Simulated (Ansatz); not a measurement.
Mg under changes of volume

One of the cells (23.237 Å³/atom); the others are scaled copies at fixed shape and fractional positions:

```
Mg
1.0
     3.20930    0.00000    0.00000
    -1.60465    2.77934    0.00000
     0.00000    0.00000    5.21030
Mg
2
Direct
  0.66667 0.33333 0.75000
  0.33333 0.66667 0.25000
```

| Item | Value |
| --- | --- |
| Program | Ansatz 0.2.0 |
| Functional | PBE |
| Potentials or basis | Ansatz PAW earlier set |
| Cutoff | 620 eV (not typed: the program's choice for these potentials) |
| k mesh | 10 × 10 × 5 |
| Occupations | fermi-dirac, width 0.05 eV |
| Spin | no spin polarisation |

| volume (Å³/atom) | energy over the lowest point (meV/atom) | pressure (GPa) |
| --- | --- | --- |
| 21.843 | 6.41 | 2.0 |
| 22.308 | 2.00 | 1.1 |
| 22.772 | 0.00 | 0.3 |
| 23.237 | ? | ? |
| 23.702 | 2.28 | -1.0 |
| 24.167 | 6.16 | -1.6 |
| 24.631 | 11.61 | -2.1 |

Problem. What does the run at 23.237 Å³/atom give?

Solution. Energy over the lowest point 0.17 meV/atom; pressure -0.4 GPa.

Worked out: A Birch-Murnaghan fit of order 3 (a polynomial in V^(-2/3)) to the other rows has its minimum at 22.97 Å³/atom with B0 = V·E''(V) = 35 GPa and B' = 4.2 at fixed shape and positions, which overstates the stiffness. It gives 0.16 meV/atom at 23.237 Å³/atom, against the run's 0.17, and -dE/dV = -0.4 GPa, against -0.4.

Energies are extrapolated to zero smearing.
